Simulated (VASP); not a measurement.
The system is ZnSe (Stilleite).

```
Se Zn
1.0
     0.00000    2.83380    2.83380
     2.83380    0.00000    2.83380
     2.83380    2.83380    0.00000
Se Zn
1 1
Direct
  0.75000 0.75000 0.75000
  0.00000 0.00000 0.00000
```

| Quantity | Value |
| --- | --- |
| Program | VASP 6.6.1 |
| Task | relaxation of cell and atoms |
| Functional | PBEsol |
| Dispersion | D3 |
| Potentials or basis | VASP PAW PBE potentials, release 64 (Se, Zn) |
| Cutoff | 600 eV |
| k mesh | 8 × 8 × 8 |
| Occupations | fermi-dirac, width 0.05 eV |
| Spin | no spin polarisation |

At the start: pressure -2.8 GPa; volume 22.76 Å³/atom.

Where does the relaxation end?

Over 4 steps the energy falls by 9.3 meV/atom and the volume is 21.73 Å³/atom (-4.5 %); space group F-43m (No. 216, to 0.05 Å).

Step by step:
```csv
step,energy change (eV),largest force (eV/Å),pressure (GPa),volume (Å³)
1,0.0000,0.0000,-2.77,45.51
2,-0.0170,0.0000,0.95,42.97
3,-0.0186,0.0000,-0.08,43.51
4,-0.0186,0.0000,-0.03,43.46
```

Final structure:
```cif
data_structure
_symmetry_space_group_name_H-M 'P 1'
_symmetry_Int_Tables_number 1
_cell_length_a 3.9465
_cell_length_b 3.9465
_cell_length_c 3.9465
_cell_angle_alpha 60.000
_cell_angle_beta 60.000
_cell_angle_gamma 60.000
_cell_volume 43.46
loop_
_atom_site_label
_atom_site_type_symbol
_atom_site_fract_x
_atom_site_fract_y
_atom_site_fract_z
_atom_site_occupancy
Se1 Se 0.75000 0.75000 0.75000 1
Zn1 Zn 0.00000 0.00000 0.00000 1
```

Caveat: the PAW data sets were made with another functional, which shifts forces and pressure a little.
